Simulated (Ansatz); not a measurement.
How far is PAW off for AlN?

```yaml
crystal:
  lattice:
    - [0.00000, 1.97800, 2.01756]
    - [1.97800, 0.00000, 2.01756]
    - [1.97800, 1.97800, 0.00000]
  atoms:
    - { symbol: Al, position: [0.00000, 0.00000, 0.00000] }
    - { symbol: N, position: [0.50000, 0.50000, 0.50000] }
```

Atom numbers follow the list: Al1, N2.

The geometry is COD entry 1523095, unchecked; take it as a test cell. The listed cell was then made from it by scaling, straining or moving an atom.

Methods: DFT, PBE, PAW with Ansatz's default frozen-core files, scalar-relativistic (Ansatz 0.2.0); DFT, PBE, all-electron PAW with datasets made for the crystal, scalar-relativistic (Ansatz 0.2.0); DFT, PBE, all-electron LAPW, scalar-relativistic (Ansatz 0.2.0).

For PAW: a Γ-centred 10×10×10 k mesh, Fermi–Dirac smearing of 0.02 eV, cutoff 420 eV, no spin polarisation. The crystal-made all-electron datasets (AE datasets) take a cutoff of 380 eV at this cell. LAPW targets a basis error of 1 meV/atom. The Ansatz runs share mesh, smearing and spin set-up. Plane-wave (PAW) pressures include the program's estimate of the Pulay term.

Stress and pressure are positive in compression.

| quantity | PAW | AE datasets | LAPW |
| --- | --- | --- | --- |
| pressure (GPa) | 19.11 | 19.09 | 19.09 |
| stress xx (GPa) | 21.53 | 21.51 | 21.51 |
| stress zz (GPa) | 14.27 | 14.25 | 14.25 |
| band gap (eV) | 4.929 | 4.918 | 4.919 |
| field gradient Vzz at Al1 (10²¹ V/m²) | 0.74 | 0.76 | – |
| field gradient Vzz at N2 (10²¹ V/m²) | 0.24 | 0.24 | – |

PAW's pressure differs from the LAPW value by +0.02 GPa.
